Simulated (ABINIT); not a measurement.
Crystal: PtS2.

```
Pt S
1.0
     3.54320    0.00000    0.00000
    -1.77160    3.06850    0.00000
     0.00000    0.00000    5.03880
Pt S
1 2
Direct
  0.00000 0.00000 0.00000
  0.66667 0.33333 0.77300
  0.33333 0.66667 0.22700
```

Base run:

| Quantity | Value |
| --- | --- |
| Program | ABINIT 10.8.3 (patched build) |
| Functional | HSE06 |
| Potentials or basis | SPMS NC PBE v1.0 |
| Cutoff | 490 eV |
| k mesh | 6 × 6 × 4 |
| Occupations | fixed |
| Spin | no spin polarisation |

Its results: band gap on the k mesh 1.70 eV, indirect (least direct gap 2.26 eV); pressure 7.2 GPa; largest force 0.996 eV/Å.

Problem. The run is repeated on the same cell with these changes: functional from HSE06 to PBE. What comes out?

Solution. Band gap on the k mesh 0.97 eV, indirect (least direct gap 1.49 eV); pressure 11.0 GPa; largest force 1.255 eV/Å.

HSE06 gives the wider gap, since exact exchange removes part of the self-interaction.

Caveats: spin-orbit coupling is left out, which moves the levels of the heavy elements; Libxc's HSE differs a little from that of other programs (some runs); the potentials were made for another functional, which shifts forces and pressure (some runs); forces of over 1 eV/Å show positions far from the minimum, so gaps and moduli don't describe the material at rest (some runs).

A k mesh can miss the band edges.
